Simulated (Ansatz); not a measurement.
AgCl (Chlorargyrite):

```xyz
2
Lattice="0.0000 2.7350 2.7350 2.7350 0.0000 2.7350 2.7350 2.7350 0.0000" Properties=species:S:1:pos:R:3 pbc="T T T"
Ag    0.0000    0.0000    0.0000
Cl    2.7350    2.7350    2.7350
```

Base run:

```yaml
Program: Ansatz 0.2.0
Functional: revPBE
Potentials_or_basis: Ansatz PAW
Cutoff: 420 eV
Density_cutoff: 1680 eV
k_mesh: 5 × 5 × 5
Occupations: fermi-dirac, width 0.05 eV
Spin: no spin polarisation
```

Its results: band gap on the k mesh 1.19 eV, indirect (least direct gap 3.53 eV); pressure 6.4 GPa.

Question: The run is repeated on the same cell with these changes: functional from revPBE to PBEsol. What comes out?

Answer: Band gap on the k mesh 0.88 eV, indirect (least direct gap 3.23 eV); pressure -0.6 GPa.

PBEsol binds more tightly than revPBE, so the same cell stands under less pressure.

Caveats: odd divisions of the mesh miss points on the zone boundary, where band edges often lie, so the gap on the mesh can be too wide; the PAW data sets come from PBE, with cores solved anew for the run's functional, which leaves a small shift of forces and pressure; the density of states is complete only up to the lowest level of the last band computed; the potentials were made for another functional, which shifts forces and pressure (some runs).

A k mesh can miss the band edges.

Not every run made on this cell is shown here.
